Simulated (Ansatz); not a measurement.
**Quasi-harmonic thermodynamics of AgBr (Fm-3m)**

Aim: the lattice, expansion, heat capacity and bulk modulus of AgBr as it warms.

Experimental results on record:
- volume expansion coefficient 102.3 1e-6/K near room temperature (given in “Descriptors for thermal expansion in solids”, 2017, arXiv:1701.03966)

Main program and level: Ansatz 0.2.0; DFT RPBE, scalar-relativistic, plane waves, PAW.

The database entry behind the starting cell differs from later determinations by our own check (about 0.6 % short of the room-temperature cell), so it need not match the best structure at ambient conditions.

## Step 1: Starting point

It takes space group Fm-3m (No. 225, cubic). Conventional cell: a = 5.740 Å, b = 5.740 Å, c = 5.740 Å, α = 90.00°, β = 90.00°, γ = 90.00°. Nearest to Ag lie 6 Br at 2.87 Å. Nearest to Br lie 6 Ag at 2.87 Å. Farther neighbours and most contacts between anions are not listed.

## Step 2: A first coarse run

Before spending time, one coarse run tells the gap and the pressure of the starting cell.

Input file input.yaml:

```yaml
crystal:
  lattice:
    - [0.0, 2.87015, 2.87015]
    - [2.87015, 0.0, 2.87015]
    - [2.87015, 2.87015, 0.0]
  atoms:
    - { symbol: Ag, position: [0.0, 0.0, 0.0] }
    - { symbol: Br, position: [0.5, 0.5, 0.5] }
kpoints:
  mp_grid: { grid: [6, 6, 6] }
hamiltonian:
  xc: rpbe
scf:
  occupations: { method: gaussian, width: 0.1 }
output:
  forces: true
  stress: true
  eigenvalues: true
```

Launch:

```console
> ansatz run input.yaml --threads 4 --pin off --max-ram 8192MiB --backend cpu --events-out ev --progress --plain --runs-dir out
```

Numbers of over 12 decimals in the logs are rounded to 6 here.

Output:

```text
Engine: ansatz 0.2.0, x86_64-unknown-linux-gnu
Pseudopotentials: kind: paw
Pseudopotential: Ag, paw, valence charge 19, recommended cutoff 420 eV (normal), Ag.paw.azcp
Pseudopotential: Br, paw, valence charge 7, recommended cutoff 420 eV (normal), Br.paw.azcp
Functional definition: RPBE
  parameter kappa = 0.804
  parameter beta = 0.066725
  exchange = rpbe_x(kappa = kappa, mu = beta*pi^2/3)
  correlation = pbe_c(beta = beta)
Crystal: 2 atoms, lattice volume = 47.287 Å³
Basis set: ecut = 420 eV, 941 PW (Γ), exchange–correlation on 60×60×60 points (8 copies of the dense FFT grid, shifted against one another)
Bands: 17, of which v1, the nominal top of the filled ones, is band 13 counted from 1 (12 counted from 0)
Symmetry: 48 space group operations
Space group: Fm-3m (ITA 225), of the structure as read, at distance tolerance 3.6e-5 Å
k-points: 16 of 216
Non-local potential: Ag, projectors of the file, l = 0: 3, l = 1: 2, l = 2: 2, l = 3: 1
Non-local potential: Br, projectors of the file, l = 0: 2, l = 1: 2, l = 2: 2
PAW form: soft (Blöchl's): semilocal exchange-correlation on the pseudo side does not see the compensation charge
PAW frozen core: Ag, regenerated for the run's functional, and the local potential with it (the file was generated under x = pbe(κ = 0.804, μ = 0.219515), c = pbe(β = 0.066725))
PAW frozen core: Br, regenerated for the run's functional, and the local potential with it (the file was generated under x = pbe(κ = 0.804, μ = 0.219515), c = pbe(β = 0.066725))
PAW one-centre angular grid: Ag, 590 points (default); XC on 64 Gauss nodes
PAW one-centre angular grid: Br, 110 points (default); XC on 64 Gauss nodes
Initial density: superposition of atomic densities (neutral atoms: chi_scale 0, normalization atom), corrected by the library's trained network
Initial wavefunctions: pseudopotential atomic-orbital guess
Functional: x = rpbe, c = pbe(β = 0.066725)
SCF iter   1: F=—  HF=-10388.607007 eV  |F-HF|=—  |Δ(HF+E_count)|=         —  Δρ=3.81e-3  dr2=6.65e-3  ethr=1.77e-3  ⟨swp⟩=5.6  Hψ=1285  notcnv=0
preconditioner: auto → none  [insulator: Δε(μ)=0.873 eV  Ē_g=10.732 eV  σ=0.100 eV  W_gap=1.00  n_scr=14 (ndim 8)  ℏωp=22.9 eV  f_vac=0.022  D(μ)=0.00/eV (n_scr^D=0)  ε∞_Penn≈5.6]
SCF iter   2: F=—  HF=-10388.607707 eV  |F-HF|=—  |Δ(HF+E_count)|=   7.00e-4  Δρ=1.89e-3  dr2=1.17e-3  ethr=2.56e-5  ⟨swp⟩=3.0  Hψ=603  notcnv=0
SCF iter   3: F=—  HF=-10388.607480 eV  |F-HF|=—  |Δ(HF+E_count)|=   2.27e-4  Δρ=7.07e-4  dr2=1.58e-4  ethr=4.50e-6  ⟨swp⟩=2.6  Hψ=445  notcnv=0
SCF iter   4: F=—  HF=-10388.607512 eV  |F-HF|=—  |Δ(HF+E_count)|=   3.23e-5  Δρ=2.26e-4  dr2=2.10e-5  ethr=6.08e-7  ⟨swp⟩=2.2  Hψ=402  notcnv=0
SCF iter   5: F=—  HF=-10388.607530 eV  |F-HF|=—  |Δ(HF+E_count)|=   1.73e-5  Δρ=2.64e-5  dr2=3.28e-7  ethr=8.06e-8  ⟨swp⟩=2.2  Hψ=382  notcnv=0
SCF iter   6: F=-10388.607530 eV  HF=-10388.607530 eV  |F-HF|=5.54e-9  |Δ(HF+E_count)|=   4.15e-7  Δρ=3.47e-6  dr2=4.31e-9  ethr=3.85e-10  ⟨swp⟩=6.9  Hψ=1350  notcnv=0
SCF 1 converged in 6 iterations: F = -10388.607530 eV  dr2 = 4.31e-9
  greatest PAW one-centre occupation: 0.999 electrons in one spin orbital (limit 2), on the Ag atom at site 0 (counted from 0), in its partial waves of l = 1
SCF converged after 6 iterations
Free energy (F): -10388.607530 eV
Harris-Foulkes:  -10388.607530 eV  (|F-HF|=5.54e-9)
Internal energy: -10388.607530 eV  (E = F + TS)
E sigma→0 (E₀):  -10388.607530 eV
Fermi energy:    8.761169 eV
--- Per-component energies (eV) ---
  E_band       = -357.921623
  E_kinetic    = 662.287475
  E_local      = -3326.091300  (includes V_loc(G=0)·N_el)
  E_nonlocal   = 152.531118
  E_hartree    = 1458.518150
  E_xc         = -448.611886
  E_vxc        = -335.916908  (∫ρ·V_xc dr)
  E_paw        = -6165.752779  (= ΣΔE_a)
  E_vpaw       = -427.771293  (= ΣTr[D̂ρ^β])
  E_aug_tail   = 0.000333  (compensation charges beyond the density's cutoff)
  E_ewald      = -2721.318514
  E_core_change = -0.170128  (= ΣΔE_core)
  E_smearing   = -0.000000  (= −TS)
  E_closure    = 0.000000  (closes the sum)
  Σ components = -10388.607530   (vs F -10388.607530, Δ=0.00e0)
--- Forces (eV/Å), atoms counted from 1 ---
  atom   1  Ag    -0.00000000    -0.00000000    -0.00000000
  atom   2  Br     0.00000000    -0.00000000    -0.00000000
  max |Σ_I F_I| component: 9.53e-31 eV/Å
--- Stress (GPa, compression-positive) ---
        5.139184       0.000000      -0.000000
        0.000000       5.139184       0.000000
        0.000000       0.000000       5.139184
  P = ⅓ Tr σ = 5.1392 GPa (51.392 kbar)
--- Band table (eV; the first three rows and the last of 16) ---
  k-point 0: bands = [... 9 lower, 5.5538, 6.3916, 6.3916, 6.3916, 9.1715, 18.3117, 18.3117, 18.3117]
  k-point 1: bands = [... 9 lower, 5.6261, 6.0237, 7.0993, 7.0993, 10.4512, 16.4923, 17.5665, 17.5665]
  k-point 2: bands = [... 9 lower, 5.7765, 6.1066, 7.9562, 7.9562, 11.9734, 15.1004, 15.8876, 15.8876]
  k-point 15: bands = [... 9 lower, 5.9628, 5.9709, 6.0376, 6.7194, 11.4452, 15.7157, 16.6535, 16.7381]
```

Elapsed: 0.31 s, on 4 threads of Intel Xeon 6975P-C (Granite Rapids), shared host; peak memory 0.36 GiB.

This step gave:

```
pressure          : 5.139 GPa
gap on the k-mesh : 0.8446 eV
volume per atom   : 23.64 Å³
```

The start is under 5.1 GPa at this level and looks like an insulator or semiconductor on this mesh.

## Step 3: Relaxation

Phonons are second derivatives about a minimum, so cell and atoms are relaxed first, inside the symmetry of the start.

input.yaml, the sections that differ from step 2:

```yaml
kpoints:
  mp_grid: { grid: [8, 8, 8] }
scf:
  occupations: { method: gaussian, width: 0.02 }
relax:
  adjacent_minimum: "off"
  f_tol: 0.005
  max_steps: 80
  cell: { stress_tol: 0.05 }
# crystal, hamiltonian, output: as in step 2
```

Output:

```text
[...]
Crystal: 2 atoms, lattice volume = 47.287 Å³
Basis set: ecut = 420 eV, 941 PW (Γ), exchange–correlation on 60×60×60 points (8 copies of the dense FFT grid, shifted against one another)
Bands: 17, of which v1, the nominal top of the filled ones, is band 13 counted from 1 (12 counted from 0)
Symmetry: 48 space group operations
[...]
k-points: 29 of 512
[...]
SCF iter   1: F=—  HF=-10388.608069 eV  |F-HF|=—  |Δ(HF+E_count)|=         —  Δρ=3.79e-3  dr2=6.54e-3  ethr=1.77e-3  ⟨swp⟩=5.2  Hψ=2457  notcnv=0
[...]
SCF iter   6: F=-10388.608598 eV  HF=-10388.608598 eV  |F-HF|=5.41e-9  |Δ(HF+E_count)|=   3.79e-7  Δρ=3.25e-6  dr2=3.82e-9  ethr=3.85e-10  ⟨swp⟩=6.1  Hψ=2359  notcnv=0
SCF 1 converged in 6 iterations: F = -10388.608598 eV  dr2 = 3.82e-9
[...]
relax step   1: F+E_penalty+E_count = -10388.60859818 eV  Δ(F+E_penalty+E_count) = +0.000e0 eV  max|allowed force component| = 2.340e-29 eV/Å  Δτ_max = 0.0000 Å  P = +5.122 GPa  Ω = 47.287 Å³  (6 SCF iters, dr2 threshold 1.00e-7 eV, accepted)
Crystal: 2 atoms, lattice volume = 54.015 Å³
Basis set: ecut = 420 eV, 1067 PW (Γ), exchange–correlation on 60×60×60 points (8 copies of the dense FFT grid, shifted against one another)
[...]
iter 1 solved again at ethr=4.32e-5 eV; its pass at ethr=3.10e-3 eV (dr2=1.12e-2 eV) is discarded
[...]
SCF iter   6: F=-10388.698743 eV  HF=-10388.698743 eV  |F-HF|=6.03e-8  |Δ(HF+E_count)|=   3.90e-6  Δρ=6.29e-6  dr2=1.63e-8  ethr=7.69e-10  ⟨swp⟩=7.0  Hψ=2462  notcnv=0
SCF 2 converged in 6 iterations: F = -10388.698743 eV  dr2 = 1.63e-8
[...]
relax step   2: F+E_penalty+E_count = -10388.69874295 eV  Δ(F+E_penalty+E_count) = -9.014e-2 eV  max|allowed force component| = 2.077e-29 eV/Å  Δτ_max = 0.0000 Å  P = -0.066 GPa  Ω = 54.015 Å³  energy of the carried Pulay correction = -1.461e-3 eV  (6 SCF iters, dr2 threshold 2.00e-7 eV, accepted)
Crystal: 2 atoms, lattice volume = 53.917 Å³
[...]
SCF iter   4: F=-10388.698787 eV  HF=-10388.698787 eV  |F-HF|=1.74e-9  |Δ(HF+E_count)|=   1.06e-8  Δρ=4.18e-6  dr2=5.18e-9  ethr=4.18e-11  ⟨swp⟩=5.0  Hψ=1806  notcnv=0
SCF 3 converged in 4 iterations: F = -10388.698787 eV  dr2 = 5.18e-9
relax step   3: F+E_penalty+E_count = -10388.69878690 eV  Δ(F+E_penalty+E_count) = -4.395e-5 eV  max|allowed force component| = 4.207e-30 eV/Å  Δτ_max = 0.0000 Å  P = -0.016 GPa  Ω = 53.917 Å³  energy of the carried Pulay correction = -1.442e-3 eV  (4 SCF iters, dr2 threshold 1.09e-8 eV, accepted)
[...]
SCF iter   6: F=-10388.699735 eV  HF=-10388.699735 eV  |F-HF|=5.09e-11  |Δ(HF+E_count)|=   1.15e-8  Δρ=1.38e-7  dr2=9.58e-12  ethr=1.00e-12  ⟨swp⟩=7.0  Hψ=2470  notcnv=0
SCF 4 converged in 6 iterations: F = -10388.699735 eV  dr2 = 9.58e-12
relax step   4: F+E_penalty+E_count = -10388.69973550 eV  Δ(F+E_penalty+E_count) = -9.486e-4 eV  max|allowed force component| = 6.179e-30 eV/Å  Δτ_max = 0.0000 Å  P = -0.036 GPa  Ω = 53.917 Å³  stress off target by 3.60e-2 GPa  SCF on the basis re-selected at this cell (its energy is not comparable with the rows above)  (6 SCF iters)
basis re-selected at this cell: Δ(F+E_penalty+E_count) = -9.486e-4 eV, ΔP = -0.020 GPa vs the last step (what re-selecting the basis moved, of the pressure what is left beyond the Pulay correction that the steps carried, after the strain that the cell walked since its last selection, with what the two solves' SCF thresholds leave and, on support functions, any second-order correction that the steps lacked; it is no m [...]
SCF converged after 6 iterations
Free energy (F): -10388.699735 eV
[...]
Internal energy: -10388.699735 eV  (E = F + TS)
E sigma→0 (E₀):  -10388.699735 eV
Fermi energy:    6.732329 eV
[...]
--- Stress (GPa, compression-positive) ---
       -0.035985       0.000000      -0.000000
        0.000000      -0.035985      -0.000000
       -0.000000      -0.000000      -0.035985
  P = ⅓ Tr σ = -0.0360 GPa (-0.360 kbar)
--- Band table (eV; the first three rows and the last of 29) ---
  k-point 0: bands = [... 9 lower, 3.9794, 4.7905, 4.7905, 4.7905, 7.1926, 16.3114, 16.3114, 16.3114]
  k-point 1: bands = [... 9 lower, 4.0093, 4.4549, 5.1415, 5.1415, 7.9154, 15.0585, 15.8801, 15.8801]
  k-point 2: bands = [... 9 lower, 4.0830, 4.3761, 5.6825, 5.6825, 9.1726, 13.5677, 14.6501, 14.6501]
  k-point 28: bands = [... 9 lower, 4.2644, 4.3918, 4.3918, 5.0962, 9.9828, 13.5308, 14.0711, 14.0711]
--- Relaxed structure (3 steps of the walk, 3 accepted, 1 SCFs on fresh bases) ---
  F+E_penalty+E_count = -10388.69973550 eV   max|allowed force component| = 6.179e-30 eV/Å   (the final SCF, on the basis selected at the relaxed cell)
  cell:  # Å, volume = 53.9171 Å³
    - [0, 2.998464, 2.998464]
    - [2.998464, 0, 2.998464]
    - [2.998464, 2.998464, 0]
  atoms:
    - { symbol: Ag, position: [0, 0, 0] }
    - { symbol: Br, position: [0.5, 0.5, 0.5] }
```

Wall time 1.4 s (4 threads); peak memory 0.4 GiB; 4 s of CPU time.

The steps of the relaxation:

```
step  energy less that of the first step (eV)  largest force component (eV/Å)  pressure (GPa)  volume (Å³)
   1                                   0.0000                          0.0000            5.12        47.29
   2                                  -0.0901                          0.0000           -0.07        54.01
   3                                  -0.0902                          0.0000           -0.02        53.92
  4*                                  -0.0911                          0.0000           -0.04        53.92
```

Relaxation steps marked * repeat the geometry before them on a plane-wave basis chosen anew for their cell, so energy and pressure can jump there.

Forces are held to the 48 operations that the run works with; a distortion that breaks them can't arise in this run.

| conventional cell, symmetrised | before | after | change |
| --- | --- | --- | --- |
| a (Å) | 5.740 | 5.997 | +4.5 % |
| b (Å) | 5.740 | 5.997 | +4.5 % |
| c (Å) | 5.740 | 5.997 | +4.5 % |
| volume (Å³/atom) | 23.64 | 26.96 | +14.0 % |

The relaxed structure:

```xyz
2
Lattice="0.0000 2.9985 2.9985 2.9985 0.0000 2.9985 2.9985 2.9985 0.0000" Properties=species:S:1:pos:R:3 pbc="T T T"
Ag    0.0000    0.0000    0.0000
Br    2.9985    2.9985    2.9985
```

This step gave:

```yaml
pressure: -0.03598 GPa
gap_on_the_k_mesh: 0.9215 eV
volume_per_atom: 26.96 Å³
```

The relaxation ends with a pressure of -0.04 GPa.

## Step 4: A second relaxation

The relaxation is run once more from where the first one ended, as the script does after a large change of volume or of the gap, with mesh and occupations reviewed.

Edit input.yaml of step 3 so:

```diff
@@ -2,5 +2,5 @@
   lattice:
-    - [0.0, 2.87015, 2.87015]
-    - [2.87015, 0.0, 2.87015]
-    - [2.87015, 2.87015, 0.0]
+    - [0.0, 2.9984643764, 2.9984643764]
+    - [2.9984643764, 0.0, 2.9984643764]
+    - [2.9984643764, 2.9984643764, 0.0]
   atoms:
```

Output:

```text
[...]
Crystal: 2 atoms, lattice volume = 53.917 Å³
Basis set: ecut = 420 eV, 1067 PW (Γ), exchange–correlation on 60×60×60 points (8 copies of the dense FFT grid, shifted against one another)
Bands: 17, of which v1, the nominal top of the filled ones, is band 13 counted from 1 (12 counted from 0)
Symmetry: 48 space group operations
[...]
k-points: 29 of 512
[...]
k-point 28: bands = [... 9 lower, 4.2644, 4.3918, 4.3918, 5.0962, 9.9828, 13.5308, 14.0711, 14.0711]
--- Relaxed structure (1 steps of the walk, 1 accepted, 1 SCFs on fresh bases) ---
[...]
cell:  # Å, volume = 53.9171 Å³
    - [0.0, 2.9984643764, 2.9984643764]
    - [2.9984643764, 0.0, 2.9984643764]
    - [2.9984643764, 2.9984643764, 0.0]
  atoms:
    - { symbol: Ag, position: [0.0, 0.0, 0.0] }
    - { symbol: Br, position: [0.5, 0.5, 0.5] }
[key lines of the parts left out:]
SCF converged after 4 iterations
Free energy (F): -10388.699735 eV
Fermi energy:    6.732323 eV
P = ⅓ Tr σ = -0.0360 GPa (-0.360 kbar)
```

It took 0.83 s on 4 threads; peak memory 0.37 GiB; 2.3 s of CPU time.

Little changed from the start: no atom moved by 0.005 Å and no cell edge by 0.1 %.

(Part 1 of 3 ends here.)

[Logs are printed without paths, hosts, clocks, repeated set-up lines and the standing remarks that a program may print on its own settings, such as how far it seeks lower states.]

[Hosts, paths, dates, database ids (printed as entryN), source tags and the programs' standing remarks are cut or masked in the printed files.]

[A step with changed settings may run another functional than the one named; its input shows which.]
